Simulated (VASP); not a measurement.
TiO:

```xyz
2
Lattice="3.0310 0.0000 0.0000 -1.5155 2.6249 0.0000 0.0000 0.0000 3.2377" Properties=species:S:1:pos:R:3 pbc="T T T"
Ti    1.5155    0.8750    0.0000
O     0.0000    0.0000    1.6188
```

| Item | Value |
| --- | --- |
| Program | VASP 6.6.1 |
| Task | relaxation of cell and atoms |
| Functional | LDA |
| Potentials or basis | VASP PAW LDA potentials, release 64 (Ti_sv, O) |
| Cutoff | 600 eV |
| k mesh | 10 × 10 × 8 |
| Occupations | fermi-dirac, width 0.05 eV |
| Spin | no spin polarisation |

At the start: pressure -45.0 GPa; volume 12.88 Å³/atom.

Problem. How do energy, volume and symmetry change on relaxing?

Solution. Over 9 steps the energy falls by 753.1 meV/atom and the volume is 9.18 Å³/atom (-28.7 %); space group P-6m2 (No. 187, to 0.05 Å).

The path:
| step | energy change (eV) | largest force (eV/Å) | pressure (GPa) | volume (Å³) |
| --- | --- | --- | --- | --- |
| 1 | 0.0000 | 0.0000 | -44.95 | 25.76 |
| 2 | -0.3230 | 0.0000 | 115.84 | 14.45 |
| 3 | -1.5012 | 0.0000 | -3.74 | 18.60 |
| 4 | -1.5046 | 0.0000 | -0.82 | 18.40 |
| 5 | -1.5048 | 0.0000 | 1.23 | 18.27 |
| 6 | -1.5058 | 0.0000 | -1.22 | 18.44 |
| 7 | -1.5060 | 0.0000 | -0.49 | 18.39 |
| 8 | -1.5061 | 0.0000 | 0.32 | 18.34 |
| 9 | -1.5061 | 0.0000 | 0.02 | 18.36 |

Final structure:
```yaml
crystal:
  lattice:
    - [2.76732, 0.00000, 0.00000]
    - [-1.38366, 2.39657, 0.00000]
    - [0.00000, 0.00000, 2.76842]
  atoms:
    - { symbol: Ti, position: [0.66667, 0.33333, 0.00000] }
    - { symbol: O, position: [0.00000, 0.00000, 0.50000] }
```

Caveat: the volume moved by over 15 % at a fixed basis, so the end points are rough; the volume moved by -29 % from the deposited cell, more than functionals usually miss.
